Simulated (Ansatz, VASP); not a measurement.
# SrO: VASP beside Ansatz

Aim: how closely do two programs agree when they are given the same cell, functional and k mesh? Other levels of theory on this material are compared in a session of their own.

Program: Ansatz 0.2.0. Level of theory: plane waves, with VASP 6.6.1 beside it; band structure at r2SCAN. Results are calculated unless marked as measured.

The database entry behind the starting cell differs from later determinations by our own check (about 0.5 % short), so it need not match the best structure at ambient conditions.

### 1. The starting structure

It takes space group Fm-3m (No. 225, cubic). The conventional cell has a = 5.133 Å, b = 5.133 Å, c = 5.133 Å, α = 90.00°, β = 90.00°, γ = 90.00°. Nearest to Sr lie 6 O at 2.57 Å. Nearest to O lie 6 Sr at 2.57 Å. Farther neighbours and most contacts between anions are not listed.

### 2. Ansatz: band structure, r2SCAN

Ansatz runs on its default PAW (the set named soft_2) files.

Levels along a path test the potential and the projectors away from the mesh points.

Contents of input.yaml:

```yaml
crystal:
  lattice:
    - [0.0, 2.5663, 2.5663]
    - [2.5663, 0.0, 2.5663]
    - [2.5663, 2.5663, 0.0]
  atoms:
    - { symbol: Sr, position: [0.5, 0.5, 0.5] }
    - { symbol: O, position: [0.0, 0.0, 0.0] }
hamiltonian:
  xc: r2scan
  pseudopotentials: { kind: paw }
kpoints:
  mp_grid: { grid: [5, 5, 5] }
  band_path:
    path:
      - [0.0, 0.0, 0.0]
      - [0.16667, 0.0, 0.16667]
      - [0.33333, 0.0, 0.33333]
      - [0.5, 0.0, 0.5]
      - [0.5, 0.08333, 0.58333]
      - [0.5, 0.18333, 0.68333]
      - [0.5, 0.25, 0.75]
      - [0.45, 0.3, 0.75]
      - [0.40833, 0.34167, 0.75]
      - [0.35, 0.35, 0.7]
      - [0.225, 0.225, 0.45]
      - [0.075, 0.075, 0.15]
      - [0.03333, 0.03333, 0.03333]
      - [0.23333, 0.23333, 0.23333]
      - [0.4, 0.4, 0.4]
      - [0.51667, 0.46667, 0.51667]
      - [0.55833, 0.38333, 0.55833]
      - [0.60833, 0.28333, 0.60833]
      - [0.60833, 0.25, 0.64167]
      - [0.55833, 0.25, 0.69167]
      - [0.51667, 0.25, 0.73333]
      - [0.5, 0.3, 0.7]
      - [0.5, 0.38333, 0.61667]
      - [0.5, 0.48333, 0.51667]
      - [0.475, 0.475, 0.55]
      - [0.425, 0.425, 0.65]
      - [0.38333, 0.38333, 0.73333]
      - [0.59167, 0.18333, 0.59167]
      - [0.55, 0.1, 0.55]
      - [0.5, 0.0, 0.5]
    npoints: 1
scf:
  occupations: { method: gaussian, width: 0.02 }
  n_extra_bands: 7
output:
  forces: true
  stress: true
  eigenvalues: true
```

Run with:

```
ansatz run input.yaml --threads 2 --pin off --max-ram 4608MiB --backend cpu --events-out ev --progress --plain --runs-dir out
```

Numbers of over 12 decimals in the logs are rounded to 6 here.

Output:

```text
scf.n_extra_bands = 7 over 8 filled bands (N_el = 16.0): the run solves 15 bands
Engine: ansatz 0.2.0, aarch64-unknown-linux-gnu
Pseudopotentials: kind: paw
Pseudopotential: Sr, paw, valence charge 10, recommended cutoff 500 eV (meta_gga), Sr.paw.azcp
Pseudopotential: O, paw, valence charge 6, recommended cutoff 500 eV (meta_gga), O.paw.azcp
Functional definition: r2SCAN
  parameter k0 = 0.174
  parameter k1 = 0.065
  parameter a1 = 4.9479
  exchange = r2scan_x(k0 = k0, k1 = k1, a1 = a1)
  correlation = r2scan_c
Crystal: 2 atoms, lattice volume = 33.803 Å³
Basis set: ecut = 500 eV, 869 PW (Γ), exchange–correlation on 108×108×108 points (64 copies of the dense FFT grid, shifted against one another)
Bands: 15, of which v1, the nominal top of the filled ones, is band 8 counted from 1 (7 counted from 0)
Symmetry: 48 space group operations
Space group: Fm-3m (ITA 225), of the structure as read, at distance tolerance 3.2e-5 Å
k-points: 10 of 125
Non-local potential: Sr, projectors of the file, l = 0: 3, l = 1: 2, l = 2: 2
Non-local potential: O, projectors of the file, l = 0: 2, l = 1: 2, l = 2: 1
PAW form: soft (Blöchl's): semilocal exchange-correlation on the pseudo side does not see the compensation charge
PAW frozen core: Sr, regenerated for the run's functional (the file was generated under x = pbe(κ = 0.804, μ = 0.219515), c = pbe(β = 0.066725))
PAW frozen core: O, regenerated for the run's functional (the file was generated under x = pbe(κ = 0.804, μ = 0.219515), c = pbe(β = 0.066725))
PAW one-centre angular grid: Sr, 302 points (default); XC on 160 Gauss nodes
PAW one-centre angular grid: O, 302 points (default); XC on 160 Gauss nodes
Initial density: superposition of atomic densities (neutral atoms: chi_scale 0, normalization atom), corrected by the library's trained network
Initial wavefunctions: pseudopotential atomic-orbital guess
Functional: x = r2scan, c = r2scan; τ floored in thin density (d = 2e-4 eV/Å³)
SCF iter   1: F=—  HF=-4126.969982 eV  |F-HF|=—  |Δ(HF+E_count)|=         —  Δρ=8.25e-3  dr2=3.08e-2  dr2_τ=5.76e-2  ethr=1.77e-3  ⟨swp⟩=8.7  Hψ=1120  notcnv=0
preconditioner: auto → none  [insulator: Δε(μ)=4.225 eV  Ē_g=19.434 eV  σ=0.020 eV  W_gap=1.00  n_scr=8 (ndim 8)  ℏωp=23.9 eV  f_vac=0.000  D(μ)=0.00/eV (n_scr^D=0)  ε∞_Penn≈2.5]
SCF iter   2: F=—  HF=-4127.054968 eV  |F-HF|=—  |Δ(HF+E_count)|=   8.50e-2  Δρ=8.17e-3  dr2=1.25e-2  dr2_τ=3.29e-3  ethr=1.93e-4  ⟨swp⟩=2.9  Hψ=381  notcnv=0  defer=14
SCF iter   3: F=—  HF=-4127.052448 eV  |F-HF|=—  |Δ(HF+E_count)|=   2.52e-3  Δρ=2.34e-3  dr2=1.01e-3  dr2_τ=1.10e-4  ethr=7.82e-5  ⟨swp⟩=2.2  Hψ=218  notcnv=0  defer=14
SCF iter   4: F=—  HF=-4127.052405 eV  |F-HF|=—  |Δ(HF+E_count)|=   4.34e-5  Δρ=6.09e-4  dr2=9.94e-5  dr2_τ=1.11e-5  ethr=6.32e-6  ⟨swp⟩=2.8  Hψ=243  notcnv=0  defer=14
SCF iter   5: F=—  HF=-4127.052390 eV  |F-HF|=—  |Δ(HF+E_count)|=   1.49e-5  Δρ=1.26e-4  dr2=4.28e-6  dr2_τ=2.88e-7  ethr=6.21e-7  ⟨swp⟩=2.2  Hψ=176  notcnv=0  defer=14
SCF iter   6: F=—  HF=-4127.052390 eV  |F-HF|=—  |Δ(HF+E_count)|=   5.00e-7  Δρ=2.14e-5  dr2=1.63e-7  dr2_τ=1.88e-8  ethr=2.67e-8  ⟨swp⟩=2.0  Hψ=166  notcnv=0  defer=14
SCF iter   7: F=-4127.052390 eV  HF=-4127.052390 eV  |F-HF|=1.20e-8  |Δ(HF+E_count)|=   1.44e-8  Δρ=6.95e-6  dr2=1.59e-8  dr2_τ=5.94e-10  ethr=6.25e-10  ⟨swp⟩=10.6  Hψ=715  notcnv=0
SCF 1 converged in 7 iterations: F = -4127.052390 eV  dr2 = 1.59e-8
  greatest PAW one-centre occupation: 0.989 electrons in one spin orbital (limit 2), on the Sr atom at site 0 (counted from 0), in its partial waves of l = 0
NSCF: frozen V_eff on 30 k-points
SCF converged after 7 iterations
Free energy (F): -4127.052390 eV
Harris-Foulkes:  -4127.052390 eV  (|F-HF|=1.20e-8)
Internal energy: -4127.052390 eV  (E = F + TS)
E sigma→0 (E₀):  -4127.052390 eV
Fermi energy:    9.659546 eV
--- Per-component energies (eV) ---
  E_band       = -68.363630
  E_kinetic    = 424.849489
  E_local      = -862.182160  (includes V_loc(G=0)·N_el)
  E_nonlocal   = 248.958951
  E_hartree    = 234.224391
  E_xc         = -239.357459
  E_vxc        = -286.876204  (∫ρ·V_xc dr)
  E_paw        = -2875.251422  (= ΣΔE_a)
  E_vpaw       = -78.021032  (= ΣTr[D̂ρ^β])
  E_aug_tail   = 0.001019  (compensation charges beyond the density's cutoff)
  E_vtau       = 16.459639  (kinetic-family band-sum trace: ∫τ·v_τ [+ j·A + Jᵃ·Aᵃ] dr)
  E_ewald      = -1058.117221
  E_core_change = -0.177977  (= ΣΔE_core)
  E_smearing   = -0.000000  (= −TS)
  E_closure    = 0.000000  (closes the sum)
  Σ components = -4127.052390   (vs F -4127.052390, Δ=0.00e0)
--- Forces (eV/Å), atoms counted from 1 ---
  atom   1  Sr     0.00000000    -0.00000000     0.00000000
  atom   2  O     -0.00000000     0.00000000     0.00000000
  max |Σ_I F_I| component: 1.50e-29 eV/Å
--- Stress (GPa, compression-positive) ---
        1.542865       0.000000       0.000000
        0.000000       1.542865       0.000000
        0.000000       0.000000       1.542865
  P = ⅓ Tr σ = 1.5429 GPa (15.429 kbar)
--- Band table (eV; the first three rows and the last of 10) ---
  k-point 0: bands = [... 4 lower, -6.6644, 7.6679, 7.6679, 7.6679, 12.3769, 14.5201, 14.5201, 14.5201, ... 3 higher]
  k-point 1: bands = [... 4 lower, -6.2081, 6.7687, 7.2374, 7.2374, 13.9179, 14.2681, 15.2891, 15.2891, ... 3 higher]
  k-point 2: bands = [... 4 lower, -5.7495, 5.7193, 6.6467, 6.6467, 14.6674, 16.3340, 16.9028, 16.9028, ... 3 higher]
  k-point 9: bands = [... 4 lower, -6.2274, 6.5245, 6.9978, 7.3070, 13.5251, 15.3317, 17.2047, 18.7564, ... 3 higher]
```

Run time: 2.4 s. Hardware: 2 threads of Arm Neoverse N1, shared host; peak memory 0.34 GiB; 4.1 s of CPU time.

In the SCF lines HF is the Harris–Foulkes energy and dr2 the Hartree energy of the density residual, in eV; the loop may stop once dr2 is under the threshold and the program's other checks hold. Hψ counts applications of the Hamiltonian.

### 3. VASP: band structure, r2SCAN

The same cell, functional, mesh and smearing now go to VASP, with its own data sets and cutoff.

Lines of VASP's logs that name or quote its potential files are left out, and so is its time.

Contents of INCAR:

```
SYSTEM = SrO
PREC = Accurate
ENCUT = 520
EDIFF = 1E-06
NELM = 100
ISMEAR = 0
SIGMA = 0.02
LREAL = .FALSE.
ALGO = Normal
METAGGA = R2SCAN
LASPH = .TRUE.
NBANDS = 20
LORBIT = 11
LWAVE = .FALSE.
LCHARG = .FALSE.
KPAR = 4
```

Contents of POSCAR:

```
SrO
1.0
    0.0000000000      2.5663000000      2.5663000000
    2.5663000000      0.0000000000      2.5663000000
    2.5663000000      2.5663000000      0.0000000000
Sr O
1 1
Direct
    0.5000000000      0.5000000000      0.5000000000
    0.0000000000      0.0000000000      0.0000000000
```

Contents of KPOINTS:

```
Automatic mesh
0
Gamma
5 5 5
0 0 0
```

Contents of KPOINTS_OPT:

```
Line mode
16
Line-mode
Reciprocal
  0.00000000   0.00000000   0.00000000 GAMMA
  0.50000000   0.00000000   0.50000000 X

  0.50000000   0.00000000   0.50000000 X
  0.50000000   0.25000000   0.75000000 W

  0.50000000   0.25000000   0.75000000 W
  0.37500000   0.37500000   0.75000000 K

  0.37500000   0.37500000   0.75000000 K
  0.00000000   0.00000000   0.00000000 GAMMA

  0.00000000   0.00000000   0.00000000 GAMMA
  0.50000000   0.50000000   0.50000000 L

  0.50000000   0.50000000   0.50000000 L
  0.62500000   0.25000000   0.62500000 U

  0.62500000   0.25000000   0.62500000 U
  0.50000000   0.25000000   0.75000000 W

  0.50000000   0.25000000   0.75000000 W
  0.50000000   0.50000000   0.50000000 L

  0.50000000   0.50000000   0.50000000 L
  0.37500000   0.37500000   0.75000000 K

  0.62500000   0.25000000   0.62500000 U
  0.50000000   0.00000000   0.50000000 X
```

PAW data sets: Sr_sv and O (PBE family, release 64).

Run with:

```
mpirun -np 4 vasp_std
```

Output:

```text
[banner, memory and clock lines left out]
running    4 mpi-ranks, on    1 nodes
 distrk:  each k-point on    1 cores,    4 groups
 distr:  one band on    1 cores,    1 groups

 POSCAR found type information on POSCAR SrO
 POSCAR found :  2 types and       2 ions
|                                                                             |
|               ----> ADVICE to this user running VASP <----                  |
|                                                                             |
|     You enforced a specific xc type in the INCAR file but a different       |
|     [... a line on the potential file left out ...]
|     I HOPE YOU KNOW WHAT YOU ARE DOING!                                     |
|                                                                             |

 LDA part: xc-table for (None), standard interpolation
 POSCAR, INCAR and KPOINTS ok, starting setup
 FFT: planning ... GRIDC
 FFT: planning ... GRID_SOFT
 FFT: planning ... GRID
 WAVECAR not read
 entering main loop
       N       E                     dE             d eps       ncg     rms          rms(c)
DAV:   1     0.454653953902E+02    0.45465E+02   -0.74956E+03   400   0.777E+02
DAV:   2    -0.307123530109E+02   -0.76178E+02   -0.71194E+02   504   0.191E+02
DAV:   3    -0.346800824648E+02   -0.39677E+01   -0.39179E+01   588   0.336E+01
DAV:   4    -0.347229427571E+02   -0.42860E-01   -0.42834E-01   500   0.337E+00
DAV:   5    -0.347235115928E+02   -0.56884E-03   -0.56883E-03   476   0.283E-01    0.162E+01
DAV:   6    -0.269097343403E+02    0.78138E+01   -0.27986E+00   548   0.127E+01    0.151E+01
DAV:   7    -0.270375963741E+02   -0.12786E+00   -0.17186E-01   448   0.300E+00    0.871E+00
DAV:   8    -0.270559959583E+02   -0.18400E-01   -0.86513E-02   412   0.243E+00    0.724E-01
DAV:   9    -0.270508527159E+02    0.51432E-02   -0.12574E-02   456   0.110E+00    0.276E-01
DAV:  10    -0.270503393252E+02    0.51339E-03   -0.14853E-03   448   0.362E-01    0.128E-01
DAV:  11    -0.270505282872E+02   -0.18896E-03   -0.45306E-04   428   0.162E-01    0.989E-02
DAV:  12    -0.270505242233E+02    0.40639E-05   -0.19293E-05   476   0.323E-02    0.216E-02
DAV:  13    -0.270505235169E+02    0.70636E-06   -0.17625E-06   568   0.121E-02
   1 F= -.27050524E+02 E0= -.27050524E+02  d E =-.450901E-14
 Start KPOINTS_OPT (optional k-point list driver)
k-point batch [1-10\160]
       N       E                     dE             ncg
DAV:   1    -0.892490970383E+03   -0.25264E+04      400
DAV:   2    -0.163338876790E+04   -0.74090E+03      492
DAV:   3    -0.166146488745E+04   -0.28076E+02      528
DAV:   4    -0.166278864931E+04   -0.13238E+01      576
DAV:   5    -0.166279031572E+04   -0.16664E-02      504
DAV:   6    -0.166279032465E+04   -0.89309E-05      536
DAV:   7    -0.166279032475E+04   -0.93604E-07      404
[...]
k-point batch [151-160\160]
       N       E                     dE             ncg
DAV:   1    -0.905239191888E+03   -0.73891E+04      408
DAV:   2    -0.165388678977E+04   -0.74865E+03      540
DAV:   3    -0.168389326234E+04   -0.30006E+02      588
DAV:   4    -0.168446021870E+04   -0.56696E+00      468
DAV:   5    -0.168446214907E+04   -0.19304E-02      492
DAV:   6    -0.168446217327E+04   -0.24199E-04      464
DAV:   7    -0.168446217366E+04   -0.38823E-06      444
```

From OUTCAR (step 3):

```text
ion  position               nearest neighbor table
   1  0.500  0.500  0.500-   2 2.57   2 2.57   2 2.57   2 2.57   2 2.57   2 2.57
   2  0.000  0.000  0.000-   1 2.57   1 2.57   1 2.57   1 2.57   1 2.57   1 2.57

  LATTYP: Found a face centered cubic cell.
 ALAT       =     5.1326000000

 Subroutine GETGRP returns: Found 48 space group operations
 (whereof 48 operations were pure point group operations)

The static configuration has the point symmetry O_h .

 Found     10 irreducible k-points:

   k-points           NKPTS =     10   k-points in BZ     NKDIM =     10   number of bands    NBANDS=     20

   dimension x,y,z NGX =    28 NGY =   28 NGZ =   28
   dimension x,y,z NGXF=    56 NGYF=   56 NGZF=   56

   ENCUT  =  520.0 eV  38.22 Ry    6.18 a.u.   6.75  6.75  6.75*2*pi/ulx,y,z

   NELECT =      16.0000    total number of electrons

 k-points in reciprocal lattice and weights: Automatic mesh
   0.00000000  0.00000000  0.00000000       0.008
   0.20000000  0.00000000  0.00000000       0.064
   0.40000000  0.00000000  0.00000000       0.064
   0.20000000  0.20000000  0.00000000       0.048
   0.40000000  0.20000000  0.00000000       0.192
  -0.40000000  0.20000000  0.00000000       0.192
  -0.20000000  0.20000000  0.00000000       0.096
   0.40000000  0.40000000  0.00000000       0.048
  -0.40000000  0.40000000  0.00000000       0.096
  -0.40000000  0.40000000  0.20000000       0.192

 average (electrostatic) potential at core
       1 -40.9739       2 -74.3097

 E-fermi :   1.4679

 k-point     1 :       0.0000    0.0000    0.0000
  band No.  band energies     occupation
    ...
      4     -13.1016      2.00000
      5     -13.1016      2.00000
      6       1.3682      2.00000
      7       1.3682      2.00000
      8       1.3682      2.00000
      9       6.0685      0.00000
     10       8.1577      0.00000
     11       8.1577      0.00000
     12       8.1577      0.00000
     13      10.4913      0.00000
    ...

 k-point     2 :       0.2000    0.0000    0.0000
  band No.  band energies     occupation
    ...
      4     -13.1288      2.00000
      5     -12.6175      2.00000
      6       0.4595      2.00000
      7       0.9258      2.00000
      8       0.9258      2.00000
      9       7.6078      0.00000
     10       7.9325      0.00000
     11       8.9333      0.00000
     12       8.9333      0.00000
     13      11.4864      0.00000
    ...

 k-point     3 :       0.4000    0.0000    0.0000
  band No.  band energies     occupation
    ...
      4     -13.1719      2.00000
      5     -12.1422      2.00000
      6      -0.6029      2.00000
      7       0.3211      2.00000
      8       0.3211      2.00000
      9       8.3324      0.00000
     10      10.0557      0.00000
     11      10.5433      0.00000
     12      10.5433      0.00000
     13      13.5018      0.00000
    ...

  Total        0.4464381      0.4464381      0.4464381     -0.0000000      0.0000000     -0.0000000
  in kB       21.1601916     21.1601916     21.1601916     -0.0000000      0.0000000     -0.0000000
  external PRESSURE =      21.1601916 kB  Pullay stress =       0.0000000 kB

  energy-cutoff  :      520.00
  volume of cell :       33.80
      direct lattice vectors                 reciprocal lattice vectors
     0.000000000  2.566300000  2.566300000    -0.194833028  0.194833028  0.194833028
     2.566300000  0.000000000  2.566300000     0.194833028 -0.194833028  0.194833028
     2.566300000  2.566300000  0.000000000     0.194833028  0.194833028 -0.194833028

 POSITION                                       TOTAL-FORCE (eV/Angst)
 -----------------------------------------------------------------------------------
      2.56630      2.56630      2.56630         0.000000     -0.000000     -0.000000
      0.00000      0.00000      0.00000        -0.000000      0.000000      0.000000
 -----------------------------------------------------------------------------------
    total drift:                                0.000000      0.000000      0.000000

  FREE ENERGIE OF THE ION-ELECTRON SYSTEM (eV)
  ---------------------------------------------------
  free  energy   TOTEN  =       -27.0505235169 eV

  energy  without entropy=      -27.0505235169  energy(sigma->0) =      -27.05052352

 total charge
# of ion       s       p       d       tot
------------------------------------------
    1        2.015   5.905   0.243   8.163
    2        1.555   3.453   0.000   5.008
--------------------------------------------------
tot          3.570   9.358   0.243  13.171

[... 3 further parts left out ...]
```

At this level the cell is under a pressure of 2.1 GPa, so at these settings it is away from equilibrium.

### 4. Side by side

Known differences besides the potentials themselves: VASP keeps PBE cores, Ansatz makes them for the functional; the cutoff is 500 eV in Ansatz and 520 eV in VASP. Total energies have different zeros and are not compared.

Both answers:

```
                     quantity  Ansatz   VASP  difference
               pressure (GPa)    1.54   2.12       -0.57
gap over the path points (eV)   3.792  3.739      +0.054
```

Levels at points of the path, from each program's valence-band top (eV; 3 filled, then empty):

```
k (reciprocal lattice)                             Ansatz                               VASP
     0.000 0.000 0.000      0.00 0.00 0.00 4.71 6.85 6.85      0.00 0.00 0.00 4.70 6.79 6.79
     0.167 0.000 0.167   -1.03 -0.10 -0.10 5.72 5.88 8.00   -1.05 -0.10 -0.10 5.68 5.86 7.94
     0.333 0.000 0.333  -1.07 -0.12 -0.12 4.32 7.61 10.45  -1.10 -0.13 -0.13 4.27 7.58 10.39
     0.500 0.000 0.500  -0.39 -0.07 -0.07 3.79 8.62 11.05  -0.42 -0.08 -0.08 3.74 8.56 10.96
     0.500 0.083 0.583   -0.40 -0.35 -0.15 4.18 8.87 9.85   -0.43 -0.36 -0.17 4.13 8.81 9.84
     0.500 0.183 0.683   -0.94 -0.42 -0.33 5.45 7.88 9.33   -0.96 -0.45 -0.35 5.41 7.86 9.27
     0.500 0.250 0.750   -1.10 -0.40 -0.40 6.60 6.60 9.43   -1.12 -0.42 -0.42 6.57 6.57 9.37
     0.450 0.300 0.750   -1.05 -0.43 -0.42 5.81 7.57 9.46   -1.07 -0.45 -0.45 5.78 7.54 9.40
     0.408 0.342 0.750   -0.95 -0.51 -0.43 5.43 8.29 9.53   -0.97 -0.54 -0.46 5.39 8.27 9.46
     0.350 0.350 0.700   -1.14 -0.69 -0.44 5.88 8.10 9.73   -1.16 -0.72 -0.47 5.85 8.08 9.66
```

Among the levels compared at these points, filled levels agree within 32 meV and empty ones within 96 meV.

### 5. Summary of results

```yaml
difference_in_gap_over_the_path_points_band_structure_r2scan: 0.054 eV
difference_in_pressure_band_structure_r2scan: -0.57 GPa
```

What this shows: The difference in gap over the path points is 0.054 eV (band structure, r2SCAN), within the 0.08 eV picked in this series as the mark of a large difference. 3 further runs of this series are not shown here. Such differences can come from data sets, numerical settings and the points named under the comparisons, not from the functional's error against experiment.

[Lines on the potential files, build, host, timing and source positions are cut from VASP's logs without a mark.]

[Logs are printed without paths, hosts, clocks, repeated set-up lines and the standing remarks that a program may print on its own settings, such as how far it seeks lower states.]

[Hosts, paths, dates, database ids (printed as entryN), source tags and the programs' standing remarks are cut or masked in the printed files.]
